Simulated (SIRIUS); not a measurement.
# Pb in SIRIUS: convergence with k mesh

Pb:

```
CELL_PARAMETERS angstrom
0.00000 2.47502 2.47502
2.47502 0.00000 2.47502
2.47502 2.47502 0.00000
ATOMIC_POSITIONS crystal
Pb 0.00000 0.00000 0.00000
```

| Item | Value |
| --- | --- |
| Program | SIRIUS 7.10.0 |
| Task | single point |
| Functional | PBE |
| Potentials or basis | GBRV 1.5 PBE (ultrasoft) |
| Cutoff | 557 eV |
| Density cutoff | 5442 eV |
| k mesh | 3 × 3 × 3 |
| Occupations | fermi-dirac, width 0.05 eV |
| Spin | no spin polarisation |

These are the settings of the first run; the series varies k mesh, with any setting tied to it.

Hardware: 1 thread of Arm Neoverse V2, with other jobs on the host.

Task: The values tried are 3 × 3 × 3, 5 × 5 × 5, 7 × 7 × 7, 8 × 8 × 8, 10 × 10 × 10, 12 × 12 × 12, 15 × 15 × 15, 18 × 18 × 18, loosest first. From which on does the pressure stay within 0.1 GPa of the tightest run that finished?

Result: From 15 × 15 × 15 on.

| k mesh | energy less the tightest run, at zero smearing (meV/atom) | pressure (GPa) | SCF cycles | CPU time (s) | peak memory (GiB) |
| --- | --- | --- | --- | --- | --- |
| 3 × 3 × 3 | 278.08 | 1.24 | 19 | 6.1 | 0.2 |
| 5 × 5 × 5 | 30.83 | 1.75 | 18 | 7.9 | 0.21 |
| 7 × 7 × 7 | -14.81 | 2.75 | 19 | 11 | 0.22 |
| 8 × 8 × 8 | -18.76 | 2.44 | 19 | 14 | 0.24 |
| 10 × 10 × 10 | -2.50 | 2.02 | 19 | 20 | 0.26 |
| 12 × 12 × 12 | 10.90 | 2.53 | 19 | 28 | 0.29 |
| 15 × 15 × 15 | -5.37 | 2.24 | 19 | 43 | 0.35 |
| 18 × 18 × 18 | 0.00 | 2.25 | 19 | 67 | 0.45 |

Not settled before the last step: the energy (to 1 meV/atom). Meshes of other sizes hit other points, so gaps and Fermi surfaces needn't settle smoothly. The tightest run that finished is the yardstick and may itself not be fully converged.

Spin-orbit coupling is left out, which matters for the levels of Pb.
